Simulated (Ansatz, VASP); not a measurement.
C: VASP beside Ansatz

```xyz
3
Lattice="-1.5478 1.5478 2.0833 1.5478 -1.5478 2.0833 1.5478 1.5478 -2.0833" Properties=species:S:1:pos:R:3 pbc="T T T"
C     0.0000    1.5478    0.0000
C     1.5478    0.0000    0.0000
C     0.0000    0.0000    0.0000
```

Alike in both runs: functional PBE; k mesh 20 × 20 × 20; occupations gaussian, width 0.1 eV; no spin polarisation.

Ansatz relaxed the structure, and its values are those at the end. VASP's run is a single point on that final structure, the one shown.

|  | VASP | Ansatz |
| --- | --- | --- |
| version | VASP 6.6.1 | Ansatz 0.2.0 |
| potentials or method | VASP PAW PBE potentials, release 64 (C) | scalar-relativistic, plane waves, PAW |
| plane-wave cutoff (eV) | 520 | 420 |
| valence electrons in the cell | 12 | 12 |

VASP gave:

| Item | Value |
| --- | --- |
| gap on the k mesh at the Fermi level (eV) | none |
| pressure (GPa) | 0.2 |

Q: What did Ansatz give for the same quantities?

A: gap on the k mesh at the Fermi level (eV): none; pressure (GPa): 0.0.

A gap of «none» marks a metal or a gap that the smearing closes. The functional is the same, so the differences come from potentials, cutoffs and numerics.
